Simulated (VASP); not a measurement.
Wanted: the native input for a VASP 6.6.1 run.

```yaml
Task: single point
Functional: PBE
Potentials_or_basis: VASP PAW PBE potentials, release 64 (Sc_sv, Al)
Cutoff: 520 eV
k_mesh: 6 × 6 × 6
Occupations: gaussian, width 0.1 eV
Spin: no spin polarisation
Dipole_correction: no
Further_INCAR_settings: ALGO = Fast; EDIFF = 1e-06; NBANDS = 18
```

The structure of ScAl3 lies in POSCAR:

```
ScAl3
1.0
   -2.0127950000      2.0127950000      4.4231960000
    2.0127950000     -2.0127950000      4.4231960000
    2.0127950000      2.0127950000     -4.4231960000
Sc Al
1 3
Direct
    0.0000000000      0.0000000000      0.0000000000
    0.7500000000      0.2500000000      0.5000000000
    0.2500000000      0.7500000000      0.5000000000
    0.5000000000      0.5000000000      0.0000000000
```

The cell comes from a database or a generator and needn't be the stable form of this composition.

These files were run (other wordings do the same):

INCAR

```
PREC = Accurate
ENCUT = 520
EDIFF = 1E-6
ISMEAR = 0
SIGMA = 0.1
LREAL = F
LASPH = T
NELM = 100
ALGO = Fast
ISIF = 2
LWAVE = F
LCHARG = T
GGA = PE
LELF = T
LVHAR = T
NBANDS = 18
```

KPOINTS

```
Automatic mesh
0
Gamma
  6 6 6
```

Potentials or basis: VASP PAW PBE potentials, release 64 (Sc_sv, Al).

Launch:

```bash
$ cat potpaw_PBE.64/Sc_sv/POTCAR potpaw_PBE.64/Al/POTCAR > POTCAR
$ mpirun -np 1 vasp_std > vasp.out
```

Results of the run:

The pressure is -0.4 GPa and the band gap on the k mesh is none (metal or under the smearing width).

Caveat: the k mesh is coarse (spacing up to 0.37 Å⁻¹), so the values aren't converged.

Run time: 3.7 min on 1 thread of AMD EPYC 7R43 64-Core Processor (Zen 3) (shared host), peak memory 0.21 GiB.
